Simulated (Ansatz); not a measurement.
## Stiffness of LiCl from strained cells

```xyz
2
Lattice="0.0000 2.5648 2.5648 2.5648 0.0000 2.5648 2.5648 2.5648 0.0000" Properties=species:S:1:pos:R:3 pbc="T T T"
Li    0.0000    0.0000    0.0000
Cl    2.5648    2.5648    2.5648
```

Atoms are numbered in the order listed.

The conventional cell has a = 5.130 Å, b = 5.130 Å, c = 5.130 Å, α = 90.00°, β = 90.00°, γ = 90.00°. Li (atom 1) is surrounded by 6 Cl at 2.56 Å. Around Cl (atom 2) lie 6 Li at 2.56 Å.

The cell is COD entry 1011314, as deposited and not checked against the literature; nothing was relaxed. It is an old determination, and later ones may differ.

The calculation used DFT, PBE, all-electron LAPW, scalar-relativistic (Ansatz 0.2.0).

The runs use a Γ-centred 9×9×9 k mesh, Fermi–Dirac smearing of 0.03 eV, basis error target 0.25 meV/atom, no spin polarisation.

The unstrained cell is at 0.40 GPa. Large strains and very small stresses are left out. Each strain is applied once, with fractional coordinates held (clamped ions), and σ below is the change of stress, positive in tension. One finite strain gives stress–strain coefficients at this pressure with an error of the order of the strain times third-order constants, a few per cent for each per cent of strain.

Problem. Estimate the stiffness probed by this change, and the stress that it gives: xy engineering shear strain of -1 %.

Solution. σxy = -0.25 GPa and γxy = 2εxy = -0.0100, so C44 (clamped ions) = σxy/γxy = 25 GPa.
